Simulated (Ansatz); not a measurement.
The system is GaP.

```
CELL_PARAMETERS angstrom
0.00000 2.72525 2.72525
2.72525 0.00000 2.72525
2.72525 2.72525 0.00000
ATOMIC_POSITIONS crystal
Ga 0.00000 0.00000 0.00000
P 0.75000 0.75000 0.75000
```

Base run:

* Program: Ansatz 0.2.0
* Functional: PBEsol
* Potentials or basis: Ansatz PAW
* Cutoff: 420 eV (not typed: the program's choice for these potentials)
* k mesh: 8 × 8 × 8
* Occupations: fixed
* Spin: no spin polarisation

Its results: band gap on the k mesh 1.51 eV, indirect (least direct gap 1.74 eV).

Question: The run is repeated on the same cell with these changes: functional from PBEsol to m-r2SCAN; cutoff from 420 eV (not typed: the program's choice for these potentials) to 500 eV (not typed: the program's choice for these potentials); occupations from fixed to fermi-dirac, width 0.05 eV. What comes out?

Answer: Band gap on the k mesh 1.89 eV, indirect (least direct gap 2.37 eV).

Caveats: the k mesh misses the band edges, so the gap on the mesh is wider than the one along the path (some runs).
